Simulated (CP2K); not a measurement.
Runs of CP2K 2026.2 on PbS (Galena). It takes space group Fm-3m (No. 225, cubic). The conventional cell has a = 5.931 Å, b = 5.931 Å, c = 5.931 Å, α = 90.00°, β = 90.00°, γ = 90.00°. Pb (site symmetry m-3m) is surrounded by 6 S at 2.97 Å. S (site symmetry m-3m) is surrounded by 6 Pb at 2.97 Å. 

| task | level | potentials or basis | smearing | EPS_DEFAULT | NGRIDS | CUTOFF of the grids | points a segment of the path (NPOINTS) | bands added on the path | gap on the mesh (eV) | pressure (GPa) |
| --- | --- | --- | --- | --- | --- | --- | --- | --- | --- | --- |
| band structure | LDA | GTH_POTENTIALS Pb GTH-PADE-q4, S GTH-PADE-q6; TZVP-MOLOPT-PBE-GTH basis | fermi-dirac 0.05 eV | 1.0E-10 | 5 | 450 Ry | 10 | 4 | 0.24 | (b) |
| band structure | PBEsol | POTENTIAL_UZH Pb GTH-PBE-q4, S GTH-PBE-q6; TZVP-MOLOPT-PBE-GTH basis | fermi-dirac 0.05 eV | 1.0E-10 | 4 | 675 Ry | 8 | 6 | 0.10 | 1.5 |
| band structure | LDA | GTH_POTENTIALS Pb GTH-PADE-q4, S GTH-PADE-q6; TZVP-MOLOPT-PBE-GTH basis | fermi-dirac 0.01 eV | 1.0E-9 | 4 | 450 Ry | 10 | 2 | 0.24 | -3.4 |
| band structure | PBE | POTENTIAL_UZH Pb GTH-PBE-q4, S GTH-PBE-q6; TZVP-MOLOPT-PBE-GTH basis | fermi-dirac 0.05 eV | 1.0E-10 | 4 | 675 Ry | 8 | 6 | 0.23 | (a) |

Alike in all rows: no spin polarisation; cell as given; k mesh 8 × 8 × 8.

Task: Estimate the missing entries.

Result: (a) 2.9; (b) -3.5.

Caveats: spin-orbit coupling is left out, which as a rule narrows the gap of such compounds by several tenths of an eV; the basis of atomic orbitals isn't converged, which shifts pressures, moduli and gaps; the potentials were made for another functional, which shifts forces and pressure (some runs).

A k mesh can miss the band edges, and the runs leave out spin-orbit coupling on Pb.

Not every run made on this cell is shown here.
